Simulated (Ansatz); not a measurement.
BaTe in the zincblende structure

Level of theory: DFT, PBE, scalar-relativistic, no spin polarisation; plane waves to 420 eV with PAW datasets (Ansatz 0.2.0), 8×8×8 k-mesh, Gaussian smearing of 0.05 eV; PAW files: Ansatz's generated set soft_2.

```
Ba Te
1.0
     0.00000    3.91444    3.91444
     3.91444    0.00000    3.91444
     3.91444    3.91444    0.00000
Ba Te
1 1
Cartesian
  0.0000 0.0000 0.0000
  1.9572 1.9572 1.9572
```

This is a trial structure: the heavier alkaline earths' oxides and chalcogenides take the rock-salt structure.

Cell and atoms are those of this level's equilibrium.

Elastic constants come from the stress of slightly strained cells with relaxed atoms, in GPa, Voigt order xx, yy, zz, yz, xz, xy in the Cartesian frame of the vectors above.

```
19.75 17.89 17.89  0.00  0.00  0.00
17.89 19.75 17.89  0.00  0.00  0.00
17.89 17.89 19.75  0.00  0.00  0.00
 0.00  0.00  0.00  3.90  0.00  0.00
 0.00  0.00  0.00  0.00  3.90  0.00
 0.00  0.00  0.00  0.00  0.00  3.90
```

**Question.** Work out the Voigt, Reuss and Hill moduli.

**Answer.** Voigt: K = (C11 + C22 + C33 + 2(C12 + C13 + C23))/9 = 18.5 GPa, G = (C11 + C22 + C33 − C12 − C13 − C23 + 3(C44 + C55 + C66))/15 = 2.7 GPa. Reuss, from the compliances S = C⁻¹: K = 18.5 GPa, G = 1.7 GPa. Hill means: K = 18.5 GPa, G = 2.2 GPa.

**Question.** And Young's modulus, Poisson's ratio, Pugh's ratio and the anisotropy?

**Answer.** E = 9KG/(3K + G) = 6.4 GPa, ν = (3K − 2G)/(6K + 2G) = 0.44, K/G = 8.37 (over the 1.75 that Pugh's rule, made for metals, takes as the line between brittle and ductile), universal anisotropy index 5G_V/G_R + K_V/K_R − 6 = 2.9. The eigenvalues of C are 1.9, 1.9, 3.9, 3.9, 3.9, 56 GPa, all positive.

**Question.** What sound velocities and Debye temperature follow for a polycrystal?

**Answer.** With a density of 3.667 g/cm³ (mean mass 132.5 u, 59.98 Å³/atom), K = 18.51 and G = 2.21 GPa from the unrounded constants, v_l = √((K + 4G/3)/ρ) = 2420 m/s and v_t = √(G/ρ) = 780 m/s. The mean [(1/v_l³ + 2/v_t³)/3]^(−1/3) is 880 m/s, and θ_D = (ħ/k_B)(6π²/V)^(1/3) v_m ≈ 67 K, with V the volume an atom. This is the low-temperature, elastic estimate.

The equation of state, an independent route, gives B0 = 18.5 GPa, against 18.5 GPa here.

Run time: 74 s on 2 threads of Arm Neoverse V2, with other jobs on the host, peak memory 0.51 GiB.

No spin–orbit coupling, a notable omission for heavy elements.
